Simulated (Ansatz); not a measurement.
Na2S in the antifluorite structure, relaxed with r2SCAN: 5 runs in the plane-wave code Ansatz, each a calculation of independent-particle optics. The symmetry is Fm-3m (No. 225, cubic); a = 6.511 Å in the conventional setting, 23.00 Å³ an atom. S is surrounded by 8 Na at 2.82 Å; Na is surrounded by 4 S at 2.82 Å. The values are computed, spin-unpolarised, and not measurements.

```yaml
crystal:
  lattice:
    - [0.00000, 3.25543, 3.25543]
    - [3.25543, 0.00000, 3.25543]
    - [3.25543, 3.25543, 0.00000]
  atoms:
    - { symbol: S, position: [0.00000, 0.00000, 0.00000] }
    - { symbol: Na, position: [0.25000, 0.25000, 0.25000] }
    - { symbol: Na, position: [0.75000, 0.75000, 0.75000] }
```

On meshes this coarse, single peaks can be features of the mesh. No local fields, no excitons; the zone sum runs over the cells of the mesh, and ε∞ includes the bands left out of the spectrum. Up to four peaks are listed, those above 15 % of the tallest and inside the complete range; the four can differ from row to row. Rows marked drawn have settings drawn at random (some not listed).

| functional | k mesh | broadening (eV) | scissors (eV) | range (eV) | settings | direct gap on the mesh before scissors (eV) | ε∞ xx | ε∞ yy | ε∞ zz | complete up to (eV) | tallest peaks of mean ε₂ (eV) |
| --- | --- | --- | --- | --- | --- | --- | --- | --- | --- | --- | --- |
| PBE | 6×6×6 | 0.1 | 0.00 | 0–15 | chosen | 2.53 | 3.84 | 3.84 | 3.84 | 15.0 | 5.00 6.80 7.55 7.85 |
| r2SCAN | 6×6×6 | 0.1 | 0.00 | 0–15 | chosen | 3.09 | 3.45 | 3.45 | 3.45 | 15.0 | 5.75 7.50 8.15 8.50 |
| PBE | 6×6×6 | 0.1 | 0.99 (to HSE06) | 0–15 | chosen | 2.53 | 3.43 | 3.43 | 3.43 | 15.0 | 6.00 7.80 8.55 8.80 |
| PBE | 4×4×4 | 0.05 | 0.60 | 2–6 | drawn | 2.53 | 3.58 | 3.58 | 3.58 | 6.0 | 5.60 |
| LDA | 6×6×6 | 0.4 | 1.50 | 0–6 | drawn | 2.29 | 3.44 | 3.44 | 3.44 | 6.0 | none |
